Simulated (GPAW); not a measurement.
Input of a GPAW 26.7.0 run:

Contents of run.py:

```python
from ase.dft.bandgap import bandgap
from ase.io import read, write
from ase.units import GPa
from gpaw import GPAW, PW

atoms = read('SiC.cif')

calc = GPAW(mode=PW(800),
            xc='MGGA_X_REVTPSS+MGGA_C_REVTPSS',
            kpts={'size': (10, 10, 10), 'gamma': True},
            occupations={'name': 'fermi-dirac', 'width': 0.05},
            nbands=11,
            convergence={'density': 1e-05, 'energy': 1e-05},
            eigensolver='davidson',
            maxiter=150,
            txt='gpaw.txt')
atoms.calc = calc
energy = atoms.get_potential_energy()
forces = atoms.get_forces()
stress = atoms.get_stress()
calc.write('gs.gpw')
write('result.traj', atoms)
print(f'Energy: {energy:.6f} eV')
print('Forces (eV/A):')
print(forces.round(4))
print('Stress (GPa):', (stress / GPa).round(3))
print('Fermi level:', round(calc.get_fermi_level(), 4), 'eV')
print(f'Gap: {bandgap(calc)[0]:.4f} eV, direct: {bandgap(calc, direct=True)[0]:.4f} eV')

path = atoms.cell.bandpath('GXWKGLUWLK,UX', npoints=80, eps=1e-4)
bs_calc = calc.fixed_density(kpts=path, symmetry='off', nbands=19,
                             convergence={'bands': 'CBM+6.0', 'eigenstates': 1e-6}, txt='bands.txt')
bs = bs_calc.band_structure()
bs.write('bs.json')
print(f'Gap on the path: {bandgap(bs_calc)[0]:.4f} eV')
```

File SiC.cif:

```cif
data_SiC
_cell_length_a 3.08157135
_cell_length_b 3.08157135
_cell_length_c 3.08157135
_cell_angle_alpha 60.00000000
_cell_angle_beta 60.00000000
_cell_angle_gamma 60.00000000
_space_group_name_H-M_alt 'P1'
_space_group_name_Hall 'P 1'
_space_group_IT_number 1
loop_
_space_group_symop_operation_xyz
'x,y,z'
loop_
_atom_site_label
_atom_site_type_symbol
_atom_site_symmetry_multiplicity
_atom_site_Wyckoff_symbol
_atom_site_fract_x
_atom_site_fract_y
_atom_site_fract_z
_atom_site_occupancy
Si1 Si 1 a 0.0000000000 0.0000000000 0.0000000000 1
C1 C 1 a 0.7500000000 0.7500000000 0.7500000000 1
```

Potentials or basis: GPAW PAW data sets (gpaw-data 1.2.1), pw.

Command:

```sh
$ OMP_NUM_THREADS=1 python run.py
```

(1) Estimate the band gap along the path.

(2) Predict the band gap on the k mesh.

## Answers

(1) 1.21 eV, indirect (least direct gap 4.44 eV).

(2) 1.21 eV, indirect (least direct gap 4.44 eV).

Caveat: the PAW data sets were made with another functional, which shifts forces and pressure a little.

**What was measured.**

From “Insight into the structural, elastic and electronic properties of a new orthorhombic 6O-SiC polytype”, 2020, pmc:7200658, for a bulk crystal of SiC: band gap 2.4 eV (indirect).

Measured gap of SiC: 2.4 eV (indirect; quoted in “Insight into the structural, elastic and electronic properties of a new orthorhombic 6O-SiC polytype”, 2020, pmc:7200658). This calculation gives 1.21 eV (-1.19 eV). The value is that of revTPSS, without temperature or zero-point motion.
